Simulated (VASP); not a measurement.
Here is a VASP 6.6.1 calculation.

File INCAR:

```
  AGGAC = 1.0
  AGGAX = 1.0
  ALDAC = 0.0
  ALDAX = 1.0
  ALGO = Normal
  EDIFF = 1E-7
  ENCUT = 520
  GGA = B5
  ISIF = 2
  ISMEAR = -1
  IVDW = 13
  LASPH = T
  LCHARG = F
  LREAL = F
  LWAVE = F
  NBANDS = 16
  NELM = 60
  PREC = Accurate
  SIGMA = 0.05
  VDW_A1 = 0.44488865
  VDW_A2 = 4.0933009
  VDW_S6 = 1.0
  VDW_S8 = 2.34076671
```

File KPOINTS:

```
k-points
0
Gamma
  8 8 8
```

POSCAR

```
GaSb
1.0
    0.0000000000      3.0792588685      3.0792588685
    3.0792588685      0.0000000000      3.0792588685
    3.0792588685      3.0792588685      0.0000000000
Sb Ga
1 1
Direct
    0.7500000000      0.7500000000      0.7500000000
    0.0000000000      0.0000000000      0.0000000000
```

Potentials or basis: VASP PAW PBE potentials, release 64 (Sb, Ga_d).

Run with:

```bash
$ cat potpaw_PBE.64/Sb/POTCAR potpaw_PBE.64/Ga_d/POTCAR > POTCAR
$ mpirun -np 1 vasp_std > vasp.out
```

Task: Estimate the dispersion energy per atom.

Result: -0.778 eV.

Task: Estimate the pressure.

Result: -0.4 GPa.

Task: Estimate the band gap on the k mesh.

Result: Zero (filled and empty bands touch).

Caveat: the PAW data sets were made with another functional, which shifts forces and pressure a little; spin-orbit coupling is left out, which moves the levels of the heavy elements; pairwise dispersion overbinds metals, which lowers pressure and volume.

**Measured values to compare with.**

From a printed reference work, data compilation, for a bulk crystal of GaSb at 4.2 K: band gap 0.811 eV (direct).

Measured gap of GaSb: 0.811 eV (direct; 4.2 K; a printed reference work, data compilation). This calculation gives 0.00 eV (-0.81 eV). Spin-orbit coupling on Ga, Sb is left out. The value is that of BLYP+D4 on a finite k mesh, which can miss the band edges, without temperature or zero-point motion. Semilocal functionals fall short of measured gaps as a rule.
